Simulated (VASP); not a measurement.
# MgGaAu: formation energy of B on the Au site, part 2 of 4

Aim: the formation energy and local structure of B on the Au site in MgGaAu. The start is a cell from a database of measured crystal structures.

VASP 6.6.1, plane waves and PAW; the level of theory is named at each step.

So far. Step 2 (The host at zero pressure): The run ended after 16 ionic steps, 0.160 eV below its first step, once forces and stress met EDIFFG = -0.03. Step 2 (The host at zero pressure): An edge changed by 7 % against the database cell. In a metal the coarse mesh may share the blame.

### 3. The perfect supercell

Level of this step: PBEsol; plane waves and PAW (Au, Ga, Mg) (VASP).

System of this step: MgGaAu. It takes space group P-62m (No. 189, hexagonal). The conventional cell has a = 7.518 Å, b = 7.518 Å, c = 3.149 Å, α = 90.00°, β = 90.00°, γ = 120.00°. Nearest to Au lie 3 Ga at 2.68 Å and 6 Mg at 2.84 Å. Nearest to Au lie 6 Ga at 2.70 Å and 3 Mg at 2.81 Å. Nearest to Ga lie 4 Au at 2.68 to 2.70 Å and 6 Mg at 2.96 to 3.01 Å. Mg has 5 Au at 2.81 to 2.84 Å and 6 Ga at 2.96 to 3.01 Å and 2 Mg at 3.15 Å nearest. Nearest to Mg lie 5 Au at 2.81 to 2.84 Å and 6 Ga at 2.96 to 3.01 Å and 2 Mg at 3.15 Å. Farther neighbours are not listed.

The same cell, mesh and cutoff without the defect give the energy to subtract and, in a gapped host, the band edges to count from, so that most errors cancel.

The input, INCAR:

```
SYSTEM = MgGaAu
PREC = Normal
ENCUT = 320
EDIFF = 1E-05
NELM = 120
ISMEAR = 1
SIGMA = 0.2
LREAL = Auto
ALGO = Fast
GGA = PS
LORBIT = 11
LWAVE = .FALSE.
LCHARG = .FALSE.
KPAR = 4
```

The input, POSCAR:

```
MgGaAu
1.0
   -3.7588302299      6.5104849353      3.1492496688
    7.5176604598      0.0000000000      3.1492496688
    7.5176604598     13.0209698706      0.0000000000
Au Ga Mg
12 12 12
Direct
    0.0833333333      0.4166666667      0.1250000000
    0.0833333333      0.4166666667      0.6250000000
    0.5833333333      0.9166666667      0.3750000000
    0.5833333333      0.9166666667      0.8750000000
    0.4166666667      0.0833333333      0.1250000000
    0.4166666667      0.0833333333      0.6250000000
    0.9166666667      0.5833333333      0.3750000000
    0.9166666667      0.5833333333      0.8750000000
    0.0000000000      0.0000000000      0.0000000000
    0.0000000000      0.0000000000      0.5000000000
    0.5000000000      0.5000000000      0.2500000000
    0.5000000000      0.5000000000      0.7500000000
    0.8958862710      0.6041137289      0.1979431355
    0.8958862710      0.6041137289      0.6979431355
    0.3958862710      0.1041137289      0.4479431355
    0.3958862710      0.1041137290      0.9479431355
    0.2500000000      0.2500000000      0.2291137290
    0.2500000000      0.2500000000      0.7291137289
    0.7500000000      0.7500000000      0.4791137290
    0.7500000000      0.7500000000      0.9791137290
    0.1041137289      0.3958862710      0.9479431355
    0.1041137289      0.3958862710      0.4479431355
    0.6041137289      0.8958862710      0.1979431355
    0.6041137289      0.8958862710      0.6979431355
    0.8129628371      0.1870371629      0.4064814186
    0.8129628371      0.1870371629      0.9064814186
    0.3129628371      0.6870371629      0.6564814186
    0.3129628371      0.6870371629      0.1564814186
    0.0000000000      0.0000000000      0.1870371629
    0.0000000000      0.0000000000      0.6870371629
    0.5000000000      0.5000000000      0.4370371629
    0.5000000000      0.5000000000      0.9370371629
    0.6870371629      0.3129628371      0.1564814186
    0.6870371629      0.3129628371      0.6564814185
    0.1870371629      0.8129628371      0.4064814186
    0.1870371629      0.8129628371      0.9064814186
```

The input, KPOINTS:

```
Automatic mesh
0
Gamma
4 4 3
0 0 0
```

The projector-augmented-wave data sets are Au, Ga and Mg (PBE family, release 64).

Started as:

```
$ mpirun -np 4 vasp_std
```

The log of the run:

```text
[banner, memory and clock lines left out]
running    4 mpi-ranks, on    1 nodes
 distrk:  each k-point on    1 cores,    4 groups
 distr:  one band on    1 cores,    1 groups

 POSCAR found type information on POSCAR AuGaMg
 POSCAR found :  3 types and      36 ions
 [... a notice as in an earlier step ...]

 LDA part: xc-table for (Slater+PW92), standard interpolation
 POSCAR, INCAR and KPOINTS ok, starting setup
 FFT: planning ... GRIDC
 FFT: planning ... GRID_SOFT
 FFT: planning ... GRID
 WAVECAR not read
 entering main loop
       N       E                     dE             d eps       ncg     rms          rms(c)
DAV:   1     0.697799329664E+03    0.69780E+03   -0.61985E+04  3910   0.986E+02
DAV:   2    -0.882514583287E+02   -0.78605E+03   -0.74569E+03  4407   0.210E+02
DAV:   3    -0.134877128386E+03   -0.46626E+02   -0.45071E+02  4612   0.465E+01
DAV:   4    -0.135999014210E+03   -0.11219E+01   -0.11115E+01  4428   0.738E+00
DAV:   5    -0.136027863600E+03   -0.28849E-01   -0.28789E-01  4732   0.116E+00    0.270E+01
RMM:   6    -0.125142043033E+03    0.10886E+02   -0.64419E+01  3914   0.205E+01    0.149E+01
RMM:   7    -0.124865405589E+03    0.27664E+00   -0.42325E+00  4127   0.411E+00    0.800E+00
RMM:   8    -0.124530526661E+03    0.33488E+00   -0.71243E-01  4082   0.176E+00    0.864E-01
RMM:   9    -0.124532800800E+03   -0.22741E-02   -0.14941E-01  4385   0.778E-01    0.561E-01
RMM:  10    -0.124534689189E+03   -0.18884E-02   -0.25445E-02  4637   0.337E-01    0.363E-01
RMM:  11    -0.124535056573E+03   -0.36738E-03   -0.85080E-03  4343   0.168E-01    0.106E-01
RMM:  12    -0.124534964679E+03    0.91894E-04   -0.17958E-03  4320   0.928E-02    0.224E-02
RMM:  13    -0.124534999486E+03   -0.34807E-04   -0.48732E-04  4497   0.405E-02    0.142E-02
RMM:  14    -0.124535003237E+03   -0.37515E-05   -0.71636E-05  3622   0.171E-02
   1 F= -.12453500E+03 E0= -.12453297E+03  d E =-.608672E-02
```

Run time: 88 s. Hardware: 4 MPI ranks of Intel Xeon 6975P-C (Granite Rapids), shared host; peak memory 2.1 GiB; 5.8 min of CPU time.

From OUTCAR (step 3):

```text
  LATTYP: Found a base centered monoclinic cell.
 ALAT       =     9.8074620925
 B/A-ratio  =     1.3276594646
 C/A-ratio  =     1.0000000000
 COS(beta)  =    -0.1751197692

 Subroutine GETGRP returns: Found  2 space group operations
 (whereof  2 operations were pure point group operations)

The static configuration has the point symmetry C_1h.

 Found     17 irreducible k-points:

   k-points           NKPTS =     17   k-points in BZ     NKDIM =     17   number of bands    NBANDS=    115

   dimension x,y,z NGX =    36 NGY =   36 NGZ =   70
   dimension x,y,z NGXF=    72 NGYF=   72 NGZF=  140

   ENCUT  =  320.0 eV  23.52 Ry    4.85 a.u.  11.89 11.89 21.93*2*pi/ulx,y,z

   NELECT =     192.0000    total number of electrons

 E-fermi :   5.8331

 k-point     1 :       0.0000    0.0000    0.0000
  band No.  band energies     occupation
    ...
     89       4.7792      2.00000
     90       4.9861      2.00000
     91       4.9861      2.00000
     92       5.3100      2.00136
     93       5.6444      2.03659
     94       6.0254     -0.04123
     95       6.0254     -0.04130
     96       6.3123     -0.00364
     97       6.3123     -0.00364
     98       6.4205     -0.00027
    ...

 k-point     2 :       0.2500    0.0000    0.0000
  band No.  band energies     occupation
    ...
     91       4.6881      2.00000
     92       4.8821      2.00000
     93       5.2579      2.00037
     94       5.3109      2.00139
     95       5.8035      1.24807
     96       5.8969      0.48963
     97       6.0607     -0.06831
     98       6.1703     -0.03834
     99       6.2964     -0.00506
    100       6.6152     -0.00000
    ...

  Total       -5.2047458     -4.9121592     11.4954483      0.2533874      0.8048067      0.4646554
  in kB      -13.5253023    -12.7649727     29.8726236      0.6584648      2.0914092      1.2074757
  external PRESSURE =       1.1941162 kB  Pullay stress =       0.0000000 kB

  energy-cutoff  :      320.00
  volume of cell :      616.54
      direct lattice vectors                 reciprocal lattice vectors
    -3.758830230  6.510484935  3.149249669    -0.066510054  0.038399597  0.158767977
     7.517660460  0.000000000  3.149249669     0.066510054 -0.038399597  0.158767977
     7.517660460 13.020969871  0.000000000     0.033255027  0.057599396 -0.079383989

 POSITION                                       TOTAL-FORCE (eV/Angst)
 -----------------------------------------------------------------------------------
      3.75883      2.17016      1.57462        -0.014282      0.003101     -0.005171
      7.51766      8.68065      1.57462        -0.014282      0.003101     -0.005171
      7.51766      8.68065      4.72387        -0.014282      0.003101     -0.005171
     11.27649     15.19113      4.72387        -0.014282      0.003101     -0.005171
     -0.00000      4.34032      1.57462         0.009827     -0.010818     -0.005171
      3.75883     10.85081      1.57462         0.009827     -0.010818     -0.005171
      3.75883     10.85081      4.72387         0.009827     -0.010818     -0.005171
      7.51766     17.36129      4.72387         0.009827     -0.010818     -0.005171
      0.00000      0.00000      0.00000        -0.001515     -0.002624      0.010816
      3.75883      6.51048      0.00000        -0.001515     -0.002624      0.010816
      3.75883      6.51048      3.14925        -0.001515     -0.002624      0.010816
      7.51766     13.02097      3.14925        -0.001515     -0.002624      0.010816
      2.66211      8.41007      4.72387         0.064367     -0.092325      0.003717
      6.42094     14.92055      4.72387         0.064367     -0.092325      0.003717
      2.66211      8.41007      1.57462         0.064367     -0.092325      0.003717
      6.42094     14.92055      1.57462         0.064367     -0.092325      0.003717
      2.66211      4.61090      1.57462         0.054688      0.094722     -0.001912
      6.42094     11.12139      1.57462         0.054688      0.094722     -0.001912
      6.42094     11.12139      4.72387         0.054688      0.094722     -0.001912
     10.17977     17.63187      4.72387         0.054688      0.094722     -0.001912
      9.71111     13.02097      1.57462        -0.112139      0.009581      0.003717
      5.95228      6.51048      1.57462        -0.112139      0.009581      0.003717
      5.95228      6.51048      4.72387        -0.112139      0.009581      0.003717
      9.71111     13.02097      4.72387        -0.112139      0.009581      0.003717
      1.40608     10.58556      3.14925         0.020956     -0.036486      0.001283
      5.16491     17.09605      3.14925         0.020956     -0.036486      0.001283
      8.92374     10.58556      3.14925         0.020956     -0.036486      0.001283
      5.16491      4.07508      3.14925         0.020956     -0.036486      0.001283
      1.40608      2.43541      0.00000         0.020175      0.034944     -0.008563
      5.16491      8.94589      0.00000         0.020175      0.034944     -0.008563
      5.16491      8.94589      3.14925         0.020175      0.034944     -0.008563
      8.92374     15.45638      3.14925         0.020175      0.034944     -0.008563
      0.94667      6.51048      3.14925        -0.042076     -0.000095      0.001283
      4.70550     13.02097      3.14925        -0.042076     -0.000095      0.001283
      8.46433      6.51048      3.14925        -0.042076     -0.000095      0.001283
     12.22316     13.02097      3.14925        -0.042076     -0.000095      0.001283
 -----------------------------------------------------------------------------------
    total drift:                               -0.000532     -0.000921     -0.013984

  FREE ENERGIE OF THE ION-ELECTRON SYSTEM (eV)
  ---------------------------------------------------
  free  energy   TOTEN  =      -124.5350032373 eV

  energy  without entropy=     -124.5289165192  energy(sigma->0) =     -124.53297433

 total charge
# of ion       s       p       d       tot
------------------------------------------
    1        0.693   0.455   8.628   9.776
    2        0.693   0.455   8.628   9.776
    3        0.693   0.455   8.628   9.776
    4        0.693   0.455   8.628   9.776
    5        0.693   0.455   8.628   9.776
    6        0.693   0.455   8.628   9.776
    7        0.693   0.455   8.628   9.776
    8        0.693   0.455   8.628   9.776
    9        0.685   0.481   8.634   9.800
   10        0.685   0.481   8.634   9.800
   11        0.685   0.481   8.634   9.800
   12        0.685   0.481   8.634   9.800
   13        1.139   1.087   0.110   2.337
   14        1.139   1.087   0.110   2.337
   15        1.139   1.087   0.110   2.337
   16        1.139   1.087   0.110   2.337
   17        1.140   1.088   0.110   2.338
   18        1.140   1.088   0.110   2.338
   19        1.140   1.088   0.110   2.338
   20        1.140   1.088   0.110   2.338
   21        1.139   1.087   0.110   2.337
   22        1.139   1.087   0.110   2.337
   23        1.139   1.087   0.110   2.337
   24        1.139   1.087   0.110   2.337
   25        0.172   0.148   0.031   0.352
   26        0.172   0.148   0.031   0.352
   27        0.172   0.148   0.031   0.352
   28        0.172   0.148   0.031   0.352
   29        0.172   0.148   0.031   0.351
   30        0.172   0.148   0.031   0.351
   31        0.172   0.148   0.031   0.351
   32        0.172   0.148   0.031   0.351
   33        0.172   0.148   0.031   0.352
   34        0.172   0.148   0.031   0.352
   35        0.172   0.148   0.031   0.352
   36        0.172   0.148   0.031   0.352
--------------------------------------------------
tot         24.023  20.394 105.261 149.678

[... 7 further parts left out ...]
```

This step gave:

```
electronic cycles       : 14
electrons               : 192
free energy (TOTEN)     : -124.5350 eV
energy at zero smearing : -124.5330 eV
Fermi energy            : 5.833 eV
```

Force (size) by element, in eV/Å:

| element | atoms | mean | spread (r.m.s.) | least | largest |
| --- | --- | --- | --- | --- | --- |
| Au | 12 | 0.014 | 0.002 | 0.011 | 0.016 |
| Ga | 12 | 0.112 | 0.002 | 0.109 | 0.113 |
| Mg | 12 | 0.042 | 0.000 | 0.041 | 0.042 |

The atoms with the largest values:

```csv
atom,"x, y, z (Å)",force (eV/Å)
Ga13,"2.66, 8.41, 4.72","0.064, -0.092, 0.004"
Ga14,"6.42, 14.92, 4.72","0.064, -0.092, 0.004"
Ga15,"2.66, 8.41, 1.57","0.064, -0.092, 0.004"
Ga16,"6.42, 14.92, 1.57","0.064, -0.092, 0.004"
Ga21,"9.71, 13.02, 1.57","-0.112, 0.010, 0.004"
Ga22,"5.95, 6.51, 1.57","-0.112, 0.010, 0.004"
Ga23,"5.95, 6.51, 4.72","-0.112, 0.010, 0.004"
Ga24,"9.71, 13.02, 4.72","-0.112, 0.010, 0.004"
```

At this mesh and cutoff the unrelaxed perfect cell keeps forces of up to 0.11 eV/Å, which the defect cells can relax away, so the formation energies come out somewhat too low.

The host is treated as a metal, as its relaxation found a gap under 0.3 eV or none, and only the neutral defect is run.

(Continued in part 3 of 4.)

[Lines on the potential files, build, host, timing and source positions are cut from VASP's logs without a mark.]

[Logs are printed without paths, hosts, clocks, repeated set-up lines and the standing remarks that a program may print on its own settings, such as how far it seeks lower states.]

[Hosts, paths, dates, database ids (printed as entryN), source tags and the programs' standing remarks are cut or masked in the printed files.]

[In band tables of VASP the shares of atoms and orbitals are scaled to a sum of 1 inside the atoms' spheres.]

[Runs that stopped without an error message from VASP are left out.]
